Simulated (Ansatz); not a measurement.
Input and output of a relaxation of cell and atoms on rocksalt ZnO (Ansatz, PBE). The starting cell was estimated from covalent radii.

input.yaml:
```yaml
crystal:
  lattice:
    - [0.0, 1.839223, 1.839223]
    - [1.839223, 0.0, 1.839223]
    - [1.839223, 1.839223, 0.0]
  atoms:
    - { symbol: Zn, position: [0.0, 0.0, 0.0] }
    - { symbol: O, position: [0.5, 0.5, 0.5] }
kpoints:
  mp_grid: { grid: [10, 10, 10] }
hamiltonian:
  xc: pbe
scf:
  occupations: { method: fermi_dirac, width: 0.02 }
relax:
  f_tol: 0.005
  cell: {}
```

Command: `ansatz run input.yaml --threads 2 --pin off --max-ram 2211MiB --backend cpu --events-out ev --progress --plain --runs-dir out`.

Output, abridged:
```
Pseudopotential: Zn, paw, valence charge 12, recommended cutoff 420 eV (normal)
Pseudopotential: O, paw, valence charge 6, recommended cutoff 420 eV (normal)
Functional definition: PBE
Crystal: 2 atoms, lattice volume = 12.443 Å³
Basis set: ecut = 420 eV, 259 PW (Γ)
Bands: 13, of which v1, the nominal top of the filled ones, is band 9 counted from 1 (8 counted from 0)
Symmetry: 48 space group operations
Space group: Fm-3m (ITA 225)
k-points: 47 of 1000
preconditioner: auto → none  [insulator: Δε(μ)=3.781 eV  σ=0.020 eV  ℏωp=44.7 eV]
relax step 1: F+E_penalty+E_count = -3882.73114339 eV  P = +243.275 GPa  Ω = 12.443 Å³
relax step 2: F+E_penalty+E_count = -3884.82489913 eV  P = +122.463 GPa  Ω = 14.353 Å³
relax step 3: F+E_penalty+E_count = -3885.88079979 eV  P = +47.883 GPa  Ω = 16.449 Å³
relax step 4: F+E_penalty+E_count = -3886.17069296 eV  P = -2.826 GPa  Ω = 18.801 Å³
relax step 5: F+E_penalty+E_count = -3886.17302744 eV  P = +0.212 GPa  Ω = 18.630 Å³
relax step 6: F+E_penalty+E_count = -3886.17297071 eV  P = -0.001 GPa  Ω = 18.642 Å³
relax step 7: F+E_penalty+E_count = -3886.45983375 eV  P = +17.037 GPa  Ω = 18.642 Å³  (SCF on a basis re-selected at this cell)
relax step 8: F+E_penalty+E_count = -3886.52225401 eV  P = +5.884 GPa  Ω = 19.636 Å³
relax step 9: F+E_penalty+E_count = -3886.52731438 eV  P = -0.355 GPa  Ω = 20.339 Å³
relax step 10: F+E_penalty+E_count = -3886.52779322 eV  P = -0.020 GPa  Ω = 20.298 Å³
relax step 11: F+E_penalty+E_count = -3886.54123566 eV  P = -0.020 GPa  Ω = 20.298 Å³  (SCF on a basis re-selected at this cell)
Free energy (F): -3886.541236 eV
Fermi energy:    9.836396 eV
--- Stress (GPa, compression-positive) ---
       -0.020132       0.000000       0.000000
        0.000000      -0.020132       0.000000
        0.000000       0.000000      -0.020132
  P = ⅓ Tr σ = -0.0201 GPa (-0.201 kbar)
--- Relaxed structure (9 steps of the walk, 9 accepted, 2 SCFs on fresh bases) ---
  F+E_penalty+E_count = -3886.54123566 eV
  cell:  # Å, volume = 20.2977 Å³
    - [0.000000, 2.165070, 2.165070]
    - [2.165070, 0.000000, 2.165070]
    - [2.165070, 2.165070, 0.000000]
  atoms:
    - { symbol: Zn, position: [0.000000, 0.000000, 0.000000] }
    - { symbol: O, position: [0.500000, 0.500000, 0.500000] }
```

The walk took 9 steps and changed the volume by +63.1 %. The last SCF, on a fresh basis, lies 1905 meV an atom below the first. At the end: it is cubic, Fm-3m (No. 225); a = 4.330 Å in the conventional setting, 10.15 Å³ an atom. Zn is surrounded by 6 O at 2.17 Å; O is surrounded by 6 Zn at 2.17 Å.

Values at 0 K without nuclear motion; spin polarisation is off, and the phase may be a hypothetical one.
